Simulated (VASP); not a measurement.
In AlNi (CsCl type) the Ni atom of the primitive cell, with all its periodic images, is moved by 0.06 Å along [111].

```xyz
2
Lattice="2.8900 0.0000 0.0000 0.0000 2.8900 0.0000 0.0000 0.0000 2.8900" Properties=species:S:1:pos:R:3 pbc="T T T"
Ni    0.0346    0.0346    0.0346
Al    1.4450    1.4450    1.4450
```

Computed with PBE, plane waves, standard recommended PAW potentials in VASP.

Cutoff 1300 eV; orbitals from an earlier step on the same cell; potentials Ni_pv Al; PREC = Normal; k-mesh 4×4×4 Γ-centred; Fermi–Dirac smearing of 0.1 eV; no spin polarisation.

Q: What force results?

A: The force on it along the displacement is -0.3407 eV/Å, a force constant of 5.68 eV/Å².

```csv
atom,Fx (eV/Å),Fy (eV/Å),Fz (eV/Å)
Ni1,-0.1967,-0.1967,-0.1967
Al2,0.1967,0.1967,0.1967
```

The k-mesh is coarse, so these values belong to this mesh and can lie far from the converged ones.
